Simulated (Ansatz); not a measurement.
Here is an Ansatz 0.2.0 calculation.

input.yaml

```yaml
crystal:
  lattice:
    - [0.003987, 2.004568, 1.967016]
    - [1.956653, -0.004317, 1.97532]
    - [1.927413, 1.983631, 0.024923]
  atoms:
    - { symbol: Zn, position: [-0.027773, 0.011558, 0.010019] }
kpoints:
  mp_grid: { grid: [12, 12, 12] }
scf:
  occupations: { method: fermi_dirac, width: 0.05 }
hamiltonian:
  xc: pbe
  pseudopotentials: { kind: all_electron, lapw: { basis_error: 0.001 } }
output:
  forces: true
  stress: true
  eigenvalues: true
  populations: true
```

Potentials or basis: all-electron LAPW, scalar-relativistic.

Command:

```bash
$ ansatz run input.yaml --threads 1 --pin off --max-ram 2560MiB --backend cpu --events-out ev --progress --plain --runs-dir out
```

(1) Predict the band gap on the k mesh.

(2) Predict the pressure.

Results:

(1) none (metal or under the smearing width).

(2) 0.0 GPa.
